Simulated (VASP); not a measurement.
# MgO: NMR shieldings, part 2 of 7

Wanted: the shieldings and field gradients at the nuclei of MgO. The cell has space group P6_3mc, a computed entry that need not be the common form of this compound. The start is a computed cell from the Materials Project.

VASP 6.6.1, plane waves and PAW; the level of theory is named at each step.

So far. Step 2 (Ground state): The cell has a gap of 3.51 eV on this mesh and a pressure of -3.5 GPa, which holds the misfit of the given cell and coordinates with this functional, and any error of cutoff, mesh and data sets.

## Step 3: Shielding tensors

This step: chemical shifts by linear response (GIPAW), LDA; plane waves and PAW (Mg, O) (VASP 6.6.1).

LCHIMAG computes the induced currents by linear response. It needs tightly converged orbitals and a cutoff well above the default; LEFG adds the field gradients at no cost.

Contents of INCAR:

```
SYSTEM = MgO
PREC = Accurate
ENCUT = 560
EDIFF = 1E-09
NELM = 100
ISMEAR = 0
SIGMA = 0.01
LREAL = .FALSE.
ALGO = Normal
GGA = CA
NBANDS = 24
LWAVE = .FALSE.
LCHARG = .FALSE.
KPAR = 4
LCHIMAG = .TRUE.
LEFG = .TRUE.
DQ = 0.001
ICHIBARE = 1
LNMR_SYM_RED = .TRUE.
```

Contents of POSCAR:

```
MgO
1.0
    3.2505941898      0.0000000000      0.0000000000
   -1.6252970949      2.8150971457      0.0000000000
    0.0000000000      0.0000000000     10.3863377325
Mg O
4 4
Direct
    0.6666666667      0.3333333333      0.4696623800
    0.0000000000      0.0000000000      0.7210023100
    0.0000000000      0.0000000000      0.2210023100
    0.3333333333      0.6666666667      0.9696623800
    0.6666666667      0.3333333333      0.2798401500
    0.0000000000      0.0000000000      0.0294933400
    0.0000000000      0.0000000000      0.5294933400
    0.3333333333      0.6666666667      0.7798401500
```

Contents of KPOINTS:

```
Automatic mesh
0
Gamma
8 8 2
0 0 0
```

Potentials, in the order of the species: Mg and O (LDA family, release 64).

Started as:

```
$ mpirun -np 4 vasp_std
```

Output:

```text
[banner, memory and clock lines left out]
running    4 mpi-ranks, on    1 nodes
 distrk:  each k-point on    1 cores,    4 groups
 distr:  one band on    1 cores,    1 groups

 POSCAR found type information on POSCAR MgO
 POSCAR found :  2 types and       8 ions
 LDA part: xc-table for (Slater(with rela. corr.)+CA(PZ))
 , standard interpolation
 POSCAR, INCAR and KPOINTS ok, starting setup
 FFT: planning ... GRIDC
 FFT: planning ... GRID_SOFT
 FFT: planning ... GRID
 WAVECAR not read
 entering main loop
       N       E                     dE             d eps       ncg     rms          rms(c)
DAV:   1     0.141672098139E+03    0.14167E+03   -0.14961E+04   960   0.122E+03
DAV:   2    -0.497876868383E+02   -0.19146E+03   -0.18022E+03  1272   0.254E+02
DAV:   3    -0.609222224771E+02   -0.11135E+02   -0.11085E+02  1256   0.626E+01
DAV:   4    -0.609968191229E+02   -0.74597E-01   -0.74592E-01  1056   0.603E+00
DAV:   5    -0.609973463144E+02   -0.52719E-03   -0.52717E-03  1240   0.493E-01    0.162E+01
DAV:   6    -0.527093269744E+02    0.82880E+01   -0.35290E+01  1048   0.346E+01    0.569E+00
DAV:   7    -0.524592015752E+02    0.25013E+00   -0.58140E-01  1016   0.535E+00    0.313E+00
DAV:   8    -0.523207781146E+02    0.13842E+00   -0.24604E-01  1096   0.447E+00    0.586E-01
DAV:   9    -0.523163602384E+02    0.44179E-02   -0.17948E-02  1112   0.896E-01    0.148E-01
DAV:  10    -0.523167387434E+02   -0.37850E-03   -0.29347E-04  1080   0.118E-01    0.251E-02
DAV:  11    -0.523167361120E+02    0.26315E-05   -0.61062E-06  1192   0.245E-02    0.110E-02
DAV:  12    -0.523167372175E+02   -0.11055E-05   -0.36180E-06  1104   0.151E-02    0.607E-03
DAV:  13    -0.523167368771E+02    0.34044E-06   -0.58378E-07  1272   0.793E-03    0.355E-03
DAV:  14    -0.523167366540E+02    0.22310E-06   -0.11118E-06  1120   0.653E-03    0.361E-04
DAV:  15    -0.523167366439E+02    0.10057E-07   -0.24058E-08  1080   0.108E-03    0.324E-04
DAV:  16    -0.523167366383E+02    0.56245E-08   -0.20466E-09   896   0.396E-04    0.914E-05
DAV:  17    -0.523167366381E+02    0.12960E-09   -0.10294E-09   544   0.253E-04
ion   1
     0.0000000     0.0000000    -0.0000000    -0.0245487     0.0000000     0.0000000
     0.0000337     0.0000000    -0.0000000    -0.0245487     0.0000000     0.0000000
     0.0000464     0.0000000    -0.0000000    -0.0245487     0.0000000     0.0000000
     0.0000638     0.0000000    -0.0000000    -0.0245487     0.0000000     0.0000000
     0.0000879     0.0000000    -0.0000000    -0.0245487     0.0000000     0.0000000

     0.0000000     0.0000000    -0.0000000    -0.3716248    -0.0000000     0.0000000
     0.0000337     0.0000000    -0.0000000    -0.3716244    -0.0000000     0.0000000
     0.0000464     0.0000000    -0.0000000    -0.3716242    -0.0000000     0.0000000
     0.0000638     0.0000000    -0.0000000    -0.3716238    -0.0000000     0.0000000
     0.0000879     0.0000000    -0.0000000    -0.3716231    -0.0000000     0.0000000

ion   2
     0.0000000    -0.0000000    -0.0000000    -0.1757654    -0.0000000     0.0000000
     0.0000337    -0.0000000    -0.0000000    -0.1757654    -0.0000000     0.0000000
     0.0000464    -0.0000000    -0.0000000    -0.1757654    -0.0000000     0.0000000
     0.0000638    -0.0000000    -0.0000000    -0.1757654    -0.0000000     0.0000000
     0.0000879    -0.0000000    -0.0000000    -0.1757654    -0.0000000     0.0000000

     0.0000000    -0.0000000    -0.0000000    -2.5520783    -0.0000000     0.0000000
     0.0000337    -0.0000000    -0.0000000    -2.5520756    -0.0000000     0.0000000
     0.0000464    -0.0000000    -0.0000000    -2.5520740    -0.0000000     0.0000000
     0.0000638    -0.0000000    -0.0000000    -2.5520712    -0.0000000     0.0000000
     0.0000879    -0.0000000    -0.0000000    -2.5520665    -0.0000000     0.0000000

ion   3
     0.0000000    -0.0000000     0.0000000    -0.1757654    -0.0000000     0.0000000
     0.0000337    -0.0000000     0.0000000    -0.1757654    -0.0000000     0.0000000
     0.0000464    -0.0000000     0.0000000    -0.1757654    -0.0000000     0.0000000
     0.0000638    -0.0000000     0.0000000    -0.1757654    -0.0000000     0.0000000
     0.0000879    -0.0000000     0.0000000    -0.1757654    -0.0000000     0.0000000

     0.0000000    -0.0000000     0.0000000    -2.5520783    -0.0000000     0.0000000
     0.0000337    -0.0000000     0.0000000    -2.5520756    -0.0000000     0.0000000
     0.0000464    -0.0000000     0.0000000    -2.5520740    -0.0000000     0.0000000
     0.0000638    -0.0000000     0.0000000    -2.5520712    -0.0000000     0.0000000
     0.0000879    -0.0000000     0.0000000    -2.5520665    -0.0000000     0.0000000

ion   4
     0.0000000    -0.0000000     0.0000000    -0.0245487    -0.0000000     0.0000000
     0.0000337    -0.0000000     0.0000000    -0.0245487    -0.0000000     0.0000000
     0.0000464    -0.0000000     0.0000000    -0.0245487    -0.0000000     0.0000000
     0.0000638    -0.0000000     0.0000000    -0.0245487    -0.0000000     0.0000000
     0.0000879    -0.0000000     0.0000000    -0.0245487    -0.0000000     0.0000000

     0.0000000    -0.0000000     0.0000000    -0.3716248    -0.0000000     0.0000000
     0.0000337    -0.0000000     0.0000000    -0.3716244    -0.0000000     0.0000000
     0.0000464    -0.0000000     0.0000000    -0.3716242    -0.0000000     0.0000000
     0.0000638    -0.0000000     0.0000000    -0.3716238    -0.0000000     0.0000000
     0.0000879    -0.0000000     0.0000000    -0.3716231    -0.0000000     0.0000000

ion   5
     0.0000000    -0.0000000     0.0000000     0.9164432    -0.0000000     0.0000000
     0.0000293    -0.0000000     0.0000000     0.9164432    -0.0000000     0.0000000
     0.0000403    -0.0000000     0.0000000     0.9164432    -0.0000000     0.0000000
     0.0000555    -0.0000000     0.0000000     0.9164432    -0.0000000     0.0000000
     0.0000765    -0.0000000     0.0000000     0.9164432    -0.0000000     0.0000000

     0.0000000    -0.0000000     0.0000000     2.8423459    -0.0000000     0.0000000
     0.0000293    -0.0000000     0.0000000     2.8423451    -0.0000000     0.0000000
     0.0000403    -0.0000000     0.0000000     2.8423446    -0.0000000     0.0000000
     0.0000555    -0.0000000     0.0000000     2.8423438    -0.0000000     0.0000000
     0.0000765    -0.0000000     0.0000000     2.8423424    -0.0000000     0.0000000

ion   6
     0.0000000     0.0000000    -0.0000000    -0.6688779    -0.0000000     0.0000000
     0.0000293     0.0000000    -0.0000000    -0.6688779    -0.0000000     0.0000000
     0.0000403     0.0000000    -0.0000000    -0.6688779    -0.0000000     0.0000000
[...]
RMM:   1    -0.104952959569E+03   -0.10495E+03   -0.14087E+02  3547   0.495E+01
RMM:   2    -0.108338189847E+03   -0.33852E+01   -0.97812E+00  4005   0.796E+00
RMM:   3    -0.108535638272E+03   -0.19745E+00   -0.18716E-01  3971   0.128E+00
RMM:   4    -0.108542985580E+03   -0.73473E-02   -0.15393E-02  4008   0.306E-01
RMM:   5    -0.108543641202E+03   -0.65562E-03   -0.88178E-04  4006   0.749E-02
RMM:   6    -0.108543686610E+03   -0.45408E-04   -0.11072E-04  3862   0.214E-02
RMM:   7    -0.108543690494E+03   -0.38837E-05   -0.46555E-06  3460   0.509E-03
RMM:   8    -0.108543690742E+03   -0.24835E-06   -0.56112E-07  3252   0.149E-03
RMM:   9    -0.108543690768E+03   -0.26408E-07   -0.35410E-08  2802   0.395E-04
RMM:  10    -0.108543690770E+03   -0.19649E-08   -0.41342E-09  2488   0.136E-04
RMM:  11    -0.108543690770E+03   -0.23198E-09   -0.30196E-10  2137   0.625E-05
BDIR= 3  IDIR= 1  IQ=  0
DAV:   1    -0.266668672285E+03   -0.26667E+03   -0.22004E-10  1120   0.110E-04
DAV:   2    -0.266668672285E+03   -0.47635E-10   -0.28176E-11  1072   0.332E-05
       N       E                     dE             d eps       ncg     rms
RMM:   1    -0.104984937448E+03   -0.10498E+03   -0.14102E+02  3548   0.495E+01
RMM:   2    -0.108372144382E+03   -0.33872E+01   -0.97649E+00  4003   0.796E+00
RMM:   3    -0.108569619667E+03   -0.19748E+00   -0.18657E-01  3972   0.128E+00
RMM:   4    -0.108576936503E+03   -0.73168E-02   -0.15305E-02  3995   0.305E-01
RMM:   5    -0.108577589504E+03   -0.65300E-03   -0.87548E-04  3981   0.747E-02
RMM:   6    -0.108577634367E+03   -0.44863E-04   -0.10783E-04  3802   0.213E-02
RMM:   7    -0.108577638389E+03   -0.40219E-05   -0.48715E-06  3342   0.515E-03
RMM:   8    -0.108577638658E+03   -0.26906E-06   -0.63811E-07  3181   0.152E-03
RMM:   9    -0.108577638685E+03   -0.26928E-07   -0.34967E-08  2767   0.393E-04
RMM:  10    -0.108577638687E+03   -0.19379E-08   -0.40815E-09  2447   0.135E-04
RMM:  11    -0.108577638687E+03   -0.22938E-09   -0.29868E-10  2114   0.624E-05
BDIR= 3  IDIR= 1  IQ=  1
DAV:   1    -0.266670308218E+03   -0.26667E+03   -0.29424E-02  2272   0.926E-01
DAV:   2    -0.266670424568E+03   -0.11635E-03   -0.11635E-03  2336   0.189E-01
DAV:   3    -0.266670425052E+03   -0.48420E-06   -0.48424E-06  2416   0.118E-02
DAV:   4    -0.266670425058E+03   -0.56792E-08   -0.56296E-08  2368   0.129E-03
DAV:   5    -0.266670425058E+03   -0.88448E-10   -0.87625E-10  1928   0.147E-04
       N       E                     dE             d eps       ncg     rms
RMM:   1    -0.105016068571E+03   -0.10502E+03   -0.14117E+02  3548   0.495E+01
RMM:   2    -0.108404049052E+03   -0.33880E+01   -0.97371E+00  4001   0.796E+00
RMM:   3    -0.108602687087E+03   -0.19864E+00   -0.18624E-01  3972   0.128E+00
RMM:   4    -0.108609984282E+03   -0.72972E-02   -0.15263E-02  4006   0.306E-01
RMM:   5    -0.108610636135E+03   -0.65185E-03   -0.86828E-04  4008   0.749E-02
RMM:   6    -0.108610680869E+03   -0.44734E-04   -0.10711E-04  3863   0.214E-02
RMM:   7    -0.108610684889E+03   -0.40198E-05   -0.48875E-06  3460   0.518E-03
RMM:   8    -0.108610685158E+03   -0.26872E-06   -0.64290E-07  3256   0.152E-03
RMM:   9    -0.108610685184E+03   -0.25964E-07   -0.34191E-08  2805   0.390E-04
RMM:  10    -0.108610685186E+03   -0.18730E-08   -0.38367E-09  2478   0.133E-04
RMM:  11    -0.108610685186E+03   -0.22648E-09   -0.29556E-10  2141   0.626E-05
BDIR= 3  IDIR= 2  IQ= -1
DAV:   1    -0.266629171576E+03   -0.26663E+03   -0.29431E-02  2280   0.926E-01
DAV:   2    -0.266629287858E+03   -0.11628E-03   -0.11628E-03  2400   0.189E-01
DAV:   3    -0.266629288337E+03   -0.47962E-06   -0.47956E-06  2424   0.118E-02
DAV:   4    -0.266629288342E+03   -0.53464E-08   -0.54431E-08  2408   0.127E-03
DAV:   5    -0.266629288343E+03   -0.89130E-10   -0.83195E-10  1864   0.139E-04
       N       E                     dE             d eps       ncg     rms
RMM:   1    -0.104956771735E+03   -0.10496E+03   -0.14076E+02  3446   0.495E+01
RMM:   2    -0.108375166443E+03   -0.34184E+01   -0.10075E+01  3853   0.804E+00
RMM:   3    -0.108572698107E+03   -0.19753E+00   -0.18359E-01  3818   0.128E+00
RMM:   4    -0.108579757113E+03   -0.70590E-02   -0.14672E-02  3843   0.307E-01
RMM:   5    -0.108580413240E+03   -0.65613E-03   -0.86904E-04  3838   0.752E-02
RMM:   6    -0.108580456287E+03   -0.43047E-04   -0.10383E-04  3552   0.211E-02
RMM:   7    -0.108580460204E+03   -0.39173E-05   -0.47597E-06  3076   0.513E-03
RMM:   8    -0.108580460457E+03   -0.25295E-06   -0.59693E-07  2934   0.150E-03
RMM:   9    -0.108580460483E+03   -0.25765E-07   -0.32343E-08  2527   0.391E-04
RMM:  10    -0.108580460485E+03   -0.17780E-08   -0.39327E-09  2238   0.134E-04
RMM:  11    -0.108580460485E+03   -0.19770E-09   -0.24179E-10  1808   0.603E-05
BDIR= 3  IDIR= 2  IQ=  0
DAV:   1    -0.266668672285E+03   -0.26667E+03   -0.22008E-10  1120   0.110E-04
DAV:   2    -0.266668672285E+03   -0.61391E-11   -0.29652E-11  1072   0.332E-05
       N       E                     dE             d eps       ncg     rms
RMM:   1    -0.104962985974E+03   -0.10496E+03   -0.14080E+02  3445   0.495E+01
RMM:   2    -0.108373890941E+03   -0.34109E+01   -0.10020E+01  3853   0.804E+00
RMM:   3    -0.108569948522E+03   -0.19606E+00   -0.18158E-01  3817   0.128E+00
RMM:   4    -0.108576945603E+03   -0.69971E-02   -0.14538E-02  3843   0.306E-01
RMM:   5    -0.108577592380E+03   -0.64678E-03   -0.85276E-04  3835   0.747E-02
RMM:   6    -0.108577634515E+03   -0.42135E-04   -0.10140E-04  3548   0.209E-02
RMM:   7    -0.108577638329E+03   -0.38137E-05   -0.46349E-06  3072   0.508E-03
RMM:   8    -0.108577638573E+03   -0.24425E-06   -0.56326E-07  2924   0.148E-03
RMM:   9    -0.108577638600E+03   -0.26096E-07   -0.32980E-08  2515   0.396E-04
RMM:  10    -0.108577638601E+03   -0.18391E-08   -0.42190E-09  2237   0.136E-04
RMM:  11    -0.108577638602E+03   -0.19321E-09   -0.23259E-10  1795   0.599E-05
BDIR= 3  IDIR= 2  IQ=  1
DAV:   1    -0.266707940103E+03   -0.26671E+03   -0.29418E-02  2272   0.926E-01
DAV:   2    -0.266708056295E+03   -0.11619E-03   -0.11619E-03  2424   0.189E-01
DAV:   3    -0.266708056775E+03   -0.48033E-06   -0.48033E-06  2408   0.118E-02
DAV:   4    -0.266708056781E+03   -0.54356E-08   -0.54474E-08  2424   0.128E-03
DAV:   5    -0.266708056781E+03   -0.97089E-10   -0.82356E-10  1848   0.139E-04
       N       E                     dE             d eps       ncg     rms
RMM:   1    -0.104968365527E+03   -0.10497E+03   -0.14085E+02  3446   0.495E+01
RMM:   2    -0.108371708926E+03   -0.34033E+01   -0.99650E+00  3853   0.803E+00
RMM:   3    -0.108566336084E+03   -0.19463E+00   -0.17987E-01  3813   0.128E+00
RMM:   4    -0.108573244738E+03   -0.69087E-02   -0.14310E-02  3842   0.305E-01
RMM:   5    -0.108573881432E+03   -0.63669E-03   -0.83810E-04  3837   0.744E-02
RMM:   6    -0.108573922675E+03   -0.41243E-04   -0.98971E-05  3553   0.208E-02
RMM:   7    -0.108573926393E+03   -0.37179E-05   -0.45177E-06  3077   0.504E-03
RMM:   8    -0.108573926630E+03   -0.23741E-06   -0.54522E-07  2932   0.147E-03
RMM:   9    -0.108573926656E+03   -0.25239E-07   -0.31978E-08  2524   0.391E-04
RMM:  10    -0.108573926657E+03   -0.17772E-08   -0.40594E-09  2241   0.135E-04
RMM:  11    -0.108573926658E+03   -0.18538E-09   -0.22354E-10  1798   0.595E-05
       N       E                     dE             d eps       ncg     rms
RLQ:   1    -0.155980448177E+01   -0.15598E+01   -0.27254E+00  2505   0.564E+00
RLQ:   2    -0.167627809885E+01   -0.11647E+00   -0.25984E-01  3496   0.137E+00
RLQ:   3    -0.168307964538E+01   -0.68015E-02   -0.84632E-03  3523   0.221E-01
RLQ:   4    -0.168338833522E+01   -0.30869E-03   -0.55570E-04  3345   0.504E-02
RLQ:   5    -0.168341179775E+01   -0.23463E-04   -0.41818E-05  2956   0.126E-02
RLQ:   6    -0.168341370132E+01   -0.19036E-05   -0.44143E-06  2626   0.353E-03
RLQ:   7    -0.168341387539E+01   -0.17407E-06   -0.31173E-07  2369   0.939E-04
RLQ:   8    -0.168341388756E+01   -0.12169E-07   -0.26534E-08  2032   0.270E-04
RLQ:   9    -0.168341388865E+01   -0.10878E-08   -0.18281E-09  1628   0.932E-05
RLQ:  10    -0.168341388874E+01   -0.88979E-10   -0.17239E-10  1347   0.545E-05
```

Wall time 7.5 min (4 MPI ranks of Intel Xeon 6975P-C (Granite Rapids), shared host); peak memory 2.6 GiB; 27 min of CPU time.

(Continued in part 3 of 7.)

[Lines on the potential files, build, host, timing and source positions are cut from VASP's logs without a mark.]

[Logs are printed without paths, hosts, clocks, repeated set-up lines and the standing remarks that a program may print on its own settings, such as how far it seeks lower states.]

[Hosts, paths, dates, database ids (printed as entryN), source tags and the programs' standing remarks are cut or masked in the printed files.]
